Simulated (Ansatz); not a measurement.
Write the native input for Ansatz 0.2.0 that does the following.

```yaml
Task: relaxation of cell and atoms
Functional: r2SCAN
Potentials_or_basis: Ansatz PAW
Cutoff: "500 eV (not typed: the program's choice for these potentials)"
k_mesh: 10 × 10 × 8
Occupations: fermi-dirac, width 0.05 eV
Spin: no spin polarisation
Hubbard_terms: Zr d U = 8 eV
Hubbard_projectors: ortho-atomic (the default)
Double_counting: fll (the default)
```

ZrB2:

```
Zr B
1.0
     3.17000    0.00000    0.00000
    -1.58500    2.74530    0.00000
     0.00000    0.00000    3.53300
Zr B
1 2
Direct
  0.00000 0.00000 0.00000
  0.66667 0.33333 0.50000
  0.33333 0.66667 0.50000
```

One way to write it, as run:

input.yaml

```yaml
crystal:
  lattice:
    - [3.17, 0.0, 0.0]
    - [-1.585, 2.74530053, 0.0]
    - [0.0, 0.0, 3.533]
  atoms:
    - { symbol: Zr, position: [0.0, 0.0, 0.0] }
    - { symbol: B, position: [0.6666666667, 0.3333333333, 0.5] }
    - { symbol: B, position: [0.3333333333, 0.6666666667, 0.5] }
hamiltonian:
  xc: r2scan
  pseudopotentials: { kind: paw }
  hubbard: { sites: [{ species: Zr, l: d, u_eff: 8.0 }] }
kpoints:
  mp_grid: { grid: [10, 10, 8] }
scf:
  occupations: { method: fermi_dirac, width: 0.05 }
output:
  forces: true
  stress: true
  eigenvalues: true
relax:
  f_tol: 0.01
  max_steps: 40
  cell: { stress_tol: 0.05 }
```

Potentials or basis: Ansatz PAW.

Launch:

```sh
$ ansatz run input.yaml --threads 2 --pin off --max-ram 5632MiB --backend cpu --events-out ev --progress --plain --runs-dir out
```

It gave:

* Relaxed volume: 10.68 Å³/atom
* Relaxed cell: a = 3.182 Å, b = 3.182 Å, c = 3.653 Å, α = 90.00°, β = 90.00°, γ = 120.00°
* Space group after relaxing (to 0.05 Å): P6/mmm (No. 191)
* Energy gained by relaxing: 17.3 meV/atom
* Ionic steps: 6
* Pressure after relaxing: 0.0 GPa
* Band gap on the k mesh: none (metal or under the smearing width)

Caveat: the plane-wave basis is chosen anew once the cell has moved, so the energies of steps on either side of that aren't comparable; U without spin polarisation on a metal has little footing; the PAW data sets come from PBE, with cores solved anew for the run's functional, which leaves a small shift of forces and pressure; the U is typed as a test and isn't derived for this compound.

Wall time 31 s on 2 threads of Arm Neoverse N1, with other jobs on the host, peak memory 0.43 GiB.
